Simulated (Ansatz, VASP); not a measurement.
**One calculation of GaSb, two programs**

File INCAR:

```
AGGAC = 0.0 ; ALDAC = 0.0
ALGO = Normal ; EDIFF = 1E-7
EDIFFG = -0.01 ; ENCUT = 600
GGA = PE ; IBRION = 2
ISIF = 3 ; ISMEAR = -1
LASPH = T ; LCHARG = F
LREAL = F ; LWAVE = F
NELM = 80 ; NSW = 60
PREC = Accurate ; SIGMA = 0.05
```

The input KPOINTS:

```
k-points
0
Gamma
  8 8 8
```

The input POSCAR:

```
GaSb
1.0
    0.0000000000      3.0590000000      3.0590000000
    3.0590000000      0.0000000000      3.0590000000
    3.0590000000      3.0590000000      0.0000000000
Sb Ga
1 1
Direct
    0.7500000000      0.7500000000      0.7500000000
    0.0000000000      0.0000000000      0.0000000000
```

Contents of input.yaml:

```yaml
crystal:
  lattice:
    - [0.0, 3.059, 3.059]
    - [3.059, 0.0, 3.059]
    - [3.059, 3.059, 0.0]
  atoms:
    - { symbol: Sb, position: [0.75, 0.75, 0.75] }
    - { symbol: Ga, position: [0.0, 0.0, 0.0] }
hamiltonian:
  xc: { exchange: pbe, correlation: none }
  pseudopotentials: { kind: paw }
kpoints:
  mp_grid: { grid: [8, 8, 8] }
scf:
  occupations: { method: fermi_dirac, width: 0.05 }
output:
  forces: true
  stress: true
relax:
  f_tol: 0.01
  max_steps: 40
  cell: { stress_tol: 0.05 }
```

Alike in both runs: task relaxation of cell and atoms; functional PBE exchange alone; k mesh 8 × 8 × 8; occupations fermi-dirac, width 0.05 eV; no spin polarisation.

```csv
,VASP,Ansatz
version,VASP 6.6.1,Ansatz 0.2.0
potentials or method,"VASP PAW PBE potentials, release 64 (Sb, Ga_d)",Ansatz PAW
plane-wave cutoff (eV),600,420
valence electrons in the cell,18,28
```

VASP gave:

* relaxed volume (Å³/atom): 36.53
* relaxed cell length with the largest relative difference (Å): 4.692
* energy change over the relaxation (meV/atom): -200

Which values does Ansatz return?

Relaxed volume (Å³/atom): 36.32; relaxed cell length with the largest relative difference (Å): 4.683; energy change over the relaxation (meV/atom): -195.

The two sets of potentials don't hold the same shells in valence.

Caveats: the volume moved by over 15 % at a fixed basis, so the end points are rough; the volume moved by +28 % from the deposited cell, more than functionals usually miss (VASP); this crystal is a semiconductor, whose small gap the functional closes, so the metal is an error of the method (VASP); the plane-wave basis is chosen anew once the cell has moved, so the energies of steps on either side of that aren't comparable (Ansatz); the volume moved by +27 % from the deposited cell, more than functionals usually miss (Ansatz); the PAW data sets come from PBE, with cores solved anew for the run's functional, which leaves a small shift of forces and pressure (Ansatz). Zero-point motion and thermal expansion aren't in these numbers. Spin-orbit coupling is left out, which matters for the levels of Sb.
